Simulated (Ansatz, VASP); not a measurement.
## Two plane-wave programs on In

```
In
1.0
     5.19553    0.00000    0.00000
    -2.59776    4.49946    0.00000
     0.00000    0.00000    3.20414
In
3
Direct
  0.00000 0.00000 0.00000
  0.33333 0.66667 0.50000
  0.66667 0.33333 0.50000
```

Alike in both runs: task single point; functional LDA; k mesh 8 × 8 × 11; occupations fermi-dirac, width 0.1 eV; no spin polarisation.

```csv
,VASP,Ansatz
version,VASP 6.6.1,Ansatz 0.2.0
potentials or method,"VASP PAW LDA potentials, release 64 (In_d)","plane waves (420 eV) with PAW, scalar-relativistic"
plane-wave cutoff (eV),520,420
valence electrons in the cell,39,39
```

```tsv
	VASP	Ansatz	Ansatz less VASP
pressure (GPa)	0.1	0.0	-0.03
largest component of the traceless stress (GPa)	0.16	0.16	+0.004
```

Ansatz warned: «pseudo_functional_mismatch».
